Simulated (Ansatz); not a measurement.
## What strain does to MgI₂ (fluorite)

Fluorite MgI₂, relaxed with r2SCAN in Ansatz 0.2.0. It is cubic, Fm-3m (No. 225); conventional cell a = 7.511 Å, 35.32 Å³ an atom. Mg is surrounded by 8 I at 3.25 Å; I is surrounded by 4 Mg at 3.25 Å.

The axes x, y and z are those of this cell:
```
CELL_PARAMETERS angstrom
0.00000 3.75572 3.75572
3.75572 0.00000 3.75572
3.75572 3.75572 0.00000
ATOMIC_POSITIONS crystal
Mg 0.00000 0.00000 0.00000
I 0.25000 0.25000 0.25000
I 0.75000 0.75000 0.75000
```

Unstrained: With PBE the valence top lies at X and the conduction bottom at Γ, 0.609 eV higher; the smallest vertical gap, at X, is 1.077 eV. The r2SCAN gap is indirect, 1.341 eV (X to Γ), below the direct gap of 1.536 eV at X. With HSE06 the valence top lies at X and the conduction bottom at Γ, 1.427 eV higher; the smallest vertical gap, at X, is 1.821 eV. Meshes: PBE 6×6×6, r2SCAN 6×6×6, HSE06 4×4×4. Strains are changes of length per length, and xy shears are angles. After each strain the atoms were relaxed again with r2SCAN within the symmetry that the strain leaves, so tilts or polar shifts that break it weren't tested; points keep the names that they have in the unstrained zone. One strained cell lies below the unstrained one, which is therefore a saddle: all changes count from an unstable reference. Spin-unpolarised throughout. Whether this structure exists isn't addressed.

Changes of the least gap in eV (an overlap counts as a negative gap):
```
                                                       strain  volume change (%)  space group     PBE  r2SCAN   HSE06  energy rise, r2SCAN (meV/atom)
                  xy shear, engineering strain (angle) +2.9 %                0.0         Immm  +0.011  +0.010  +0.012                            -1.7
epitaxial -3.68 % in the xy plane, free normal strain +0.04 %               -7.2       I4/mmm  +0.000  -0.232  -0.020                            30.8
```

Xy shear, engineering strain (angle) +2.9 %. HSE06: the gap goes from 1.427 to 1.439 eV (+0.012 eV). Stress change with r2SCAN, compression positive: xx +0.01, yy +0.01, zz +0.04, xy +0.54 GPa.

Epitaxial -3.68 % in the xy plane, free normal strain +0.04 %. HSE06: the gap goes from 1.427 to 1.407 eV (-0.020 eV); it turns from indirect (X → Γ) to direct (X). Stress change with r2SCAN, compression positive: xx +4.22, yy +4.22, zz +0.02 GPa.

No spin-orbit coupling is included; it can move band edges with weight on the heavy atoms by tenths of an eV.

The meshes of the hybrids are coarse, so their gaps aren't converged to the digits shown.
